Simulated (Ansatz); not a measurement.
Ionic part of the dielectric constant of SiC, mode by mode

Theory: DFT PBE, scalar-relativistic, plane waves, PAW in Ansatz. Cutoff 420 eV, 10×10×10 k-points (Γ-centred), fixed occupations. No spin polarisation. Phonons by linear response, acoustic sum rule imposed.

The structure is cubic, space group F-43m (No. 216). The conventional cell has a = 4.380 Å, b = 4.380 Å, c = 4.380 Å, α = 90.00°, β = 90.00°, γ = 90.00°. Around Si (site symmetry -43m) lie 4 C at 1.90 Å. C (site symmetry -43m) has 4 Si at 1.90 Å as nearest neighbours.

The primitive cell has V = 21.00 Å³ and ε∞,xx = 7.002. Each polar mode adds Δε = (4.92064×10⁷/V)·S/ν² along x, with S its oscillator strength in e²/amu, ν in cm⁻¹ and V in Å³.

**Question.** From these modes, find each Δε and ε0,xx.
| ν (cm⁻¹) | S_xx (e²/amu) |
| --- | --- |
| 774.8 | 0.8678 |

**Answer.**
| ν (cm⁻¹) | Δε |
| --- | --- |
| 774.8 | 3.39 |

The sum is 3.386, so ε0,xx = 10.39; the run's tensor has 10.39.

**Question.** Where do the longitudinal modes lie for a wave vector along x?

**Answer.** At 944 cm⁻¹. The Lyddane–Sachs–Teller product Π(ν_LO/ν_TO)² = 1.48 matches ε0/ε∞ = 1.48.

Cost: 1 run of about 3.4 core-minutes, on Intel Xeon Processor @ 2.50GHz (Skylake/Cascade Lake) (shared hosts).